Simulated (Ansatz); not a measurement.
**AlN: symmetry broken, then relaxed**

Method: DFT r2SCAN, scalar-relativistic, plane waves, PAW in Ansatz 0.2.0. The runs took a 500 eV cutoff, a Γ-centred 12×12×2 mesh and Gaussian smearing (0.05 eV). No spin polarisation. Energies are free energies at this smearing, counted from the undisturbed cell; pressure is positive in compression.

The undisturbed cell (relaxed at this level):

```
Al N
1.0
     3.10667    0.00000    0.00000
    -1.55333    2.69045    0.00000
     0.00000    0.00000    9.95681
Al N
4 4
Direct
  0.33333 0.66667 0.00085
  0.33333 0.66667 0.50085
  0.66667 0.33333 0.25085
  0.66667 0.33333 0.75085
  0.33333 0.66667 0.19165
  0.33333 0.66667 0.69165
  0.66667 0.33333 0.44165
  0.66667 0.33333 0.94165
```

The atoms are displaced (Å, in the unstrained cell):

| atom | ux | uy | uz |
| --- | --- | --- | --- |
| Al1 | 0.009 | -0.005 | -0.001 |
| Al2 | 0.005 | -0.009 | 0.020 |
| Al3 | -0.021 | 0.044 | 0.007 |
| Al4 | -0.009 | -0.007 | 0.017 |
| N5 | -0.008 | 0.005 | -0.006 |
| N6 | 0.023 | -0.003 | -0.018 |
| N7 | -0.007 | -0.027 | -0.022 |
| N8 | 0.007 | 0.001 | 0.003 |

Cell and atoms are then relaxed.

Task: Does the relaxation return to the undisturbed structure?

Result: Yes (up to a choice of domain or origin): same space group and volume, and an energy 0.0 meV/atom from it. The disturbance itself cost 6.8 meV/atom. The final space group reads P6_3mc (tolerance 0.05 Å) and the volume changes by 0.01 %.

Final structure:

```
Al N
1.0
     3.10672   -0.00001    0.00000
    -1.55337    2.69051    0.00000
     0.00001   -0.00001    9.95732
Al N
4 4
Direct
  0.33334 0.66667 0.00085
  0.33333 0.66666 0.50085
  0.66666 0.33333 0.25085
  0.66667 0.33334 0.75085
  0.33333 0.66667 0.19165
  0.33334 0.66667 0.69165
  0.66666 0.33333 0.44165
  0.66667 0.33334 0.94165
```

The relaxation, step by step (energy from the first step; small jumps at an unchanged geometry come where the plane waves are selected anew for the new cell):

| step | ΔE (meV/atom) | largest force component (eV/Å) | pressure (GPa) |
| --- | --- | --- | --- |
| 1 | 0.0 | 0.851 | 0.26 |
| 2 | -4.3 | 0.424 | 0.08 |
| 3 | -6.8 | 0.018 | 0.00 |
| 4 | -6.8 | 0.000 | 0.00 |
| 5 | -6.8 | 0.000 | 0.00 |

Frames along the relaxation (Å, eV/Å):

```xyz
8
Lattice="3.107 0.000 0.000 -1.553 2.690 0.000 0.000 0.000 9.957" Properties=species:S:1:pos:R:3:forces:R:3 pbc="T T T" step=1
Al    0.009    1.789    0.007   -0.069    0.108    0.319
Al    0.005    1.785    5.007   -0.121   -0.205   -0.851
Al    1.532    0.940    2.505    0.257   -0.625   -0.246
Al    1.545    0.890    7.493    0.441    0.037   -0.382
N    -0.008    1.799    1.903   -0.175    0.451   -0.083
N     0.023    1.791    6.869   -0.452   -0.038    0.714
N     1.547    0.870    4.375    0.122    0.357    0.703
N     1.561    0.897    9.378   -0.002   -0.085   -0.174
8
Lattice="3.106 0.002 -0.001 -1.552 2.692 0.002 -0.003 0.004 9.956" Properties=species:S:1:pos:R:3:forces:R:3 pbc="T T T" step=2
Al    0.003    1.790    0.013   -0.029    0.064   -0.001
Al    0.004    1.802    4.999   -0.089   -0.175   -0.424
Al    1.545    0.917    2.508    0.156   -0.405   -0.224
Al    1.542    0.900    7.480    0.316    0.030   -0.182
N     0.001    1.787    1.907   -0.140    0.363    0.036
N     0.011    1.800    6.873   -0.314   -0.029    0.391
N     1.550    0.892    4.389    0.091    0.214    0.326
N     1.552    0.901    9.369    0.010   -0.063    0.077
8
Lattice="3.107 -0.001 0.000 -1.554 2.690 0.000 0.000 0.000 9.962" Properties=species:S:1:pos:R:3:forces:R:3 pbc="T T T" step=3
Al   -0.001    1.793    0.009    0.002   -0.002   -0.018
Al   -0.001    1.793    4.990    0.000    0.002   -0.004
Al    1.553    0.895    2.500   -0.003    0.005   -0.010
Al    1.554    0.896    7.481   -0.004    0.002   -0.011
N    -0.001    1.793    1.908    0.003   -0.003    0.015
N     0.000    1.793    6.890    0.002   -0.003    0.007
N     1.553    0.896    4.399    0.001   -0.001    0.005
N     1.553    0.896    9.380   -0.002    0.002    0.014
8
Lattice="3.107 0.000 0.000 -1.553 2.691 0.000 0.000 0.000 9.957" Properties=species:S:1:pos:R:3:forces:R:3 pbc="T T T" step=4
Al    0.000    1.794    0.008    0.000    0.000    0.000
Al    0.000    1.794    4.987    0.000    0.000    0.000
Al    1.553    0.897    2.498    0.000    0.000    0.000
Al    1.553    0.897    7.476    0.000    0.000    0.000
N     0.000    1.794    1.908    0.000    0.000    0.000
N     0.000    1.794    6.887    0.000    0.000    0.000
N     1.553    0.897    4.398    0.000    0.000    0.000
N     1.553    0.897    9.376    0.000    0.000    0.000
8
Lattice="3.107 0.000 0.000 -1.553 2.691 0.000 0.000 0.000 9.957" Properties=species:S:1:pos:R:3:forces:R:3 pbc="T T T" step=5
Al    0.000    1.794    0.008    0.000    0.000    0.000
Al    0.000    1.794    4.987    0.000    0.000    0.000
Al    1.553    0.897    2.498    0.000    0.000    0.000
Al    1.553    0.897    7.476    0.000    0.000    0.000
N     0.000    1.794    1.908    0.000    0.000    0.000
N     0.000    1.794    6.887    0.000    0.000    0.000
N     1.553    0.897    4.398    0.000    0.000    0.000
N     1.553    0.897    9.376    0.000    0.000    0.000
```